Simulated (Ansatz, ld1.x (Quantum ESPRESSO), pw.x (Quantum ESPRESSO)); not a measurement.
**Au (Z = 79): does the TM potential hold in the solid?**

```
Element                 : Au
Generator               : ld1.x (Quantum ESPRESSO) 7.5
Type                    : norm-conserving Troullier–Martins (Kleinman–Bylander form)
Functional              : PBE
Relativity              : scalar-relativistic
Frozen core             : [Xe] 4f14
Valence charge          : 11
Reference configuration : 5d10 6s1 6p0
Partial waves           : 6s (bound): rc 2.55 bohr; 5d (bound): rc 1.25 bohr; 6p (bound, empty): rc 3.14 bohr
Local potential         : the p channel
Core correction         : a·sin(br)/r model core inside 1.20 bohr
```

Crystal test: diamond Au in pw.x 7.5, no spin, 8³ k-points, Fermi–Dirac smearing 0.01 Ry, cutoffs 110/440 Ry. The reference is all-electron LAPW (Ansatz 0.2.0) with the same functional, mesh and smearing; V0 and B0 come from Birch–Murnaghan fits to the pressures at five volumes. Errors are pseudo minus all-electron; Δ is the rms difference of the E(V) curves that follow from these fits, minima aligned, over ±6 % about the mean V0. Mesh and smearing are coarse, so the numbers serve the comparison and aren't converged zero-temperature values; the lattice is a test structure that the element need not adopt.

All-electron: a0 = 6.160 Å (V0 = 29.22 Å³/atom), B0 = 52.6 GPa.

**Question.** How far does the potential miss the all-electron equation of state?

**Answer.** mean pressure error (GPa): +6.60. The pressure does not cross zero within the volumes sampled, so no fit is given. The largest radius (3.14 bohr) exceeds half the bond length (2.52 bohr), so the spheres overlap, which is one possible source of error among others. This is a poor potential for the solid. Atomic configuration tests: 1 of 7 tests not solved or not reliable.

```
V (Å³/atom)  P all-electron (GPa)  P pseudo (GPa)
     27.723                  3.21           11.25
     28.452                  1.50            8.71
     29.182                  0.06            6.57
     29.912                 -1.15            4.73
     30.641                 -2.18            3.17
```

**Question.** At the middle volume, how do free energy and pressure move when the wave cutoff is lowered (ecutrho kept at four times it)?

**Answer.**

| cutoff (Ry) | shift of F (meV/atom) | shift of P (GPa) |
| --- | --- | --- |
| 50 | +189.8 | -0.00 |
| 66 | +80.6 | -1.16 |
| 88 | +2.7 | +0.10 |

The run at the middle volume (29 k-points, 8 iterations) took about 25 s on one core of a shared host (AMD EPYC 9R45 96-Core Processor, 96 threads, 376 GiB, load 54).
